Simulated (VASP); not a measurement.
# Hg (I4_1/amd) in VASP: single point with PBEsol

Aim: the single point of Hg with PBEsol.

Program: VASP 6.6.1. These are calculated values, not measurements. Logs are shortened: lines on timing, memory, paths and dates and some standing lists are left out, and cuts for length are marked.

### 1 The structure

Symmetry: I4_1/amd, No. 141, tetragonal system. The conventional cell has a = 5.860 Å, b = 5.860 Å, c = 3.145 Å, α = 90.00°, β = 90.00°, γ = 90.00°. Hg (site symmetry -4m2) has 6 Hg at 3.03 to 3.15 Å as nearest neighbours.

### 2 Single point, PBEsol

The input, INCAR:

```
SYSTEM = Hg
PREC = Accurate
ENCUT = 520
EDIFF = 1E-6
ISMEAR = 0
SIGMA = 0.15
LREAL = .FALSE.
LASPH = .TRUE.
NELM = 100
ALGO = Fast
ISIF = 2
LWAVE = .FALSE.
LCHARG = .TRUE.
GGA = PS
LELF = .TRUE.
LVHAR = .TRUE.
NBANDS = 19
```

The input, KPOINTS:

```
Automatic mesh
0
G
  18 18 18
  0 0 0
```

The input, POSCAR:

```
Hg
1.0
   -2.9297541400      2.9297541400      1.5725525500
    2.9297541400     -2.9297541400      1.5725525500
    2.9297541400      2.9297541400     -1.5725525500
Hg
2
Direct
    0.7500000000      0.2500000000      0.5000000000
    0.0000000000      0.0000000000      0.0000000000
```

Potentials or basis: VASP PAW PBE potentials, release 64 (Hg).

Run with:

```bash
cat potpaw_PBE.64/Hg/POTCAR > POTCAR
mpirun -np 1 vasp_std > vasp.out
```

OUTCAR:

```text
SYSTEM = Hg
   PREC = Accurate
   ENCUT = 520
   EDIFF = 1E-6
   ISMEAR = 0
   LREAL = .FALSE.
   LASPH = .TRUE.
   NELM = 100
   ISIF = 2
   GGA = PS

 ion  position               nearest neighbor table
   1  0.750  0.250  0.500-   2 3.03   2 3.03   2 3.03   2 3.03   2 3.76   2 3.76   2 3.76   2 3.76

   2  0.000  0.000  0.000-   1 3.03   1 3.03   1 3.03   1 3.03   1 3.76   1 3.76   1 3.76   1 3.76

  LATTYP: Found a body centered tetragonal cell.
 ALAT       =     5.8595082800
 C/A-ratio  =     0.5367523945

  Lattice vectors:

 A1 = (  -2.9297541400,   2.9297541400,   1.5725525500)
 A2 = (   2.9297541400,  -2.9297541400,   1.5725525500)
 A3 = (   2.9297541400,   2.9297541400,  -1.5725525500)

Analysis of symmetry for initial positions (statically):
=====================================================================
 Subroutine PRICEL returns:
 Original cell was already a primitive cell.

 Routine SETGRP: Setting up the symmetry group for a
 body centered tetragonal supercell.

 Subroutine GETGRP returns: Found 16 space group operations
 (whereof  8 operations were pure point group operations)
 out of a pool of 16 trial point group operations.

The static configuration has the point symmetry D_2d.
 The point group associated with its full space group is D_4h.

Analysis of symmetry for dynamics (positions and initial velocities):
=====================================================================
 Subroutine PRICEL returns:
 Original cell was already a primitive cell.

 Routine SETGRP: Setting up the symmetry group for a
 body centered tetragonal supercell.

 Subroutine GETGRP returns: Found 16 space group operations
 (whereof  8 operations were pure point group operations)
 out of a pool of 16 trial point group operations.

The dynamic configuration has the point symmetry D_2d.
 The point group associated with its full space group is D_4h.

 Subroutine INISYM returns: Found 16 space group operations
 (whereof  8 operations are pure point group operations),
 and found     1 'primitive' translations

----------------------------------------------------------------------------------------

                                     Primitive cell

  volume of cell :      53.9918

  direct lattice vectors                    reciprocal lattice vectors
    -2.929754140  2.929754140  1.572552550     0.000000000  0.170662785  0.317954398
     2.929754140 -2.929754140  1.572552550     0.170662785  0.000000000  0.317954398
[... 80 lines left out ...]
   LNONCOLLINEAR =      F non collinear calculations
   LSORBIT =      F    spin-orbit coupling
   LASPH  =      T    aspherical Exc in radial PAW
   ENCUT  =  520.0 eV  38.22 Ry    6.18 a.u.   8.24  8.24  8.24*2*pi/ulx,y,z
   NELM   =    100;   NELMIN=  2; NELMDL= -5     # of ELM steps
   EDIFF  = 0.1E-05   stopping-criterion for ELM
   LREAL  =      F    real-space projection
   EDIFFG = 0.1E-04   stopping-criterion for IOM
   NSW    =      0    number of steps for IOM
   IBRION =     -1    ionic relax: 0-MD 1-quasi-New 2-CG
   NFREE  =      0    steps in history (QN), initial steepest desc. (CG)
   ISIF   =      2    stress and relaxation
   ISYM   =      2    0-nonsym 1-usesym 2-fastsym
   POTIM  = 0.5000    time-step for ionic-motion
   TEBEG  =    0.0;   TEEND  =   0.0 temperature during run
   PSTRESS=    0.0 pullay stress
   NELECT =      24.0000    total number of electrons
   NUPDOWN=      -1.0000    fix difference up-down
   EMIN   =  10.00;   EMAX   =-10.00  energy-range for DOS
   EFERMI =   0.00;   METHOD = LEGACY
   ISMEAR =     0;   SIGMA  =   0.15  broadening in eV -4-tet -1-fermi 0-gaus
   EFERMI_NEDOS =   21; number of points for ismear=-14 and -15
   IALGO  =     68    algorithm
   IMIX   =      4    mixing-type and parameters
     AMIX     =   0.40;   BMIX     =  1.00
     AMIX_MAG =   1.60;   BMIX_MAG =  1.00
  volume/ion in A,a.u.               =      27.00       182.18
  Fermi-wavevector in a.u.,A,eV,Ry     =   1.249404  2.361030 21.238820  1.561009
  Thomas-Fermi vector in A             =   2.383446
   LORBIT       =      0    0 simple, 1 ext, 2 COOP (PROOUT), +10 PAW based schemes
   GGA     = PS    functional components
   LHFCALC =     F    Hartree Fock is set to
   AEXX    =    0.0000 exact exchange contribution
   IVDW    =     0    specifies the selected vdW correction
   LEPSILON=     F    determine dielectric tensor
   LRPA    =     F    only Hartree local field effects (RPA)
 non-spin polarized calculation
 RMM-DIIS sequential band-by-band and
 Gauss-broadening in eV      SIGMA  =   0.15
  energy-cutoff  :      520.00
  volume of cell :       53.99
 maximum number of plane-waves:      1472
 NGX is ok and might be reduce to    36
   NGX = 17   NGY = 17   NGZ = 17

 number of electron      24.0000002 magnetization

 Free energy of the ion-electron system (eV)
  ---------------------------------------------------
  ext. energy  EPLUGINS =         0.00000000
  ---------------------------------------------------
  free energy    TOTEN  =        -1.09133107 eV

  energy without entropy =       -1.08508823  energy(sigma->0) =       -1.08820965

 E-fermi :   1.6586     XC(G=0): -10.2775

 val. band max:        1.6451085173   @ k =  -0.2222  -0.3333   0.0556
 cond. band min:       1.6728211815   @ k =  -0.3889   0.4444   0.3889
 fundamental gap:      0.0277126642
 Fermi energy:         1.6585530472

 k-point     1 :       0.0000    0.0000    0.0000
  band No.  band energies     occupation
      1      -6.6101      2.00000
      2      -5.9643      2.00000
      3      -5.8478      2.00000
      4      -5.6893      2.00000
      5      -5.5881      2.00000
      6      -4.5570      2.00000
[... 505 lines left out ...]
      6      -4.8483      2.00000
[... 11 lines left out ...]
     18      11.1819      0.00000
     19      12.5944      0.00000

 [... further k-points ...]
[... 5 lines left out ...]
  --------------------------------------------------------------------------------------
  -------------------------------------------------------------------------------------
  Total       -0.6595477     -0.6595477     -0.8132231      0.0000000      0.0000000      0.0000000
  in kB      -19.5717319    -19.5717319    -24.1319710      0.0000000      0.0000000      0.0000000
  external PRESSURE =     -21.0918116 kB  Pullay stress =       0.0000000 kB

 VOLUME and BASIS-vectors are now :
 -----------------------------------------------------------------------------
  energy-cutoff  :      520.00
  volume of cell :       53.99
      direct lattice vectors                 reciprocal lattice vectors
    -2.929754140  2.929754140  1.572552550     0.000000000  0.170662785  0.317954398
     2.929754140 -2.929754140  1.572552550     0.170662785  0.000000000  0.317954398
     2.929754140  2.929754140 -1.572552550     0.170662785  0.170662785  0.000000000

 POSITION                                       TOTAL-FORCE (eV/Angst)
 -----------------------------------------------------------------------------------
      0.00000      2.92975      0.78628         0.000000     -0.000000      0.000000
      0.00000      0.00000      0.00000        -0.000000      0.000000     -0.000000
 -----------------------------------------------------------------------------------
    total drift:                               -0.000000      0.000000     -0.000000

  FREE ENERGIE OF THE ION-ELECTRON SYSTEM (eV)
  ---------------------------------------------------
  free  energy   TOTEN  =        -1.0913310711 eV

  energy  without entropy=       -1.0850882257  energy(sigma->0) =       -1.08820965
```

Wall time 2.9 min (1 thread of Intel Xeon 6975P-C (Granite Rapids), shared host); peak memory 0.51 GiB.

What came out:

* Free energy: -1.0913 eV
* Pressure: -2.1 GPa
* Band gap on the k mesh: none (metal or under the smearing width)

Stress tensor (GPa, compression positive):
```
-1.96  0.00  0.00
 0.00 -1.96  0.00
 0.00  0.00 -2.41
```

Levels at points of the mesh, in eV from the Fermi level:
```csv
k point,band 9,band 10,band 11,band 12,band 13,band 14,band 15,band 16
"(0.00, 0.00, 0.00)",-6.18,-5.79,-5.37,1.19,1.89,1.89,7.64,10.87
"(0.50, 0.00, 0.00)",-5.83,-5.62,-2.21,-1.67,2.30,2.40,3.26,7.19
"(0.50, 0.50, 0.00)",-5.95,-5.95,-5.23,-5.23,5.56,5.56,6.05,6.05
"(0.50, 0.50, 0.50)",-6.14,-6.14,-2.60,-2.60,-1.58,-1.58,10.33,10.33
```

Caveat: the PAW data sets were made with another functional, which shifts forces and pressure a little.
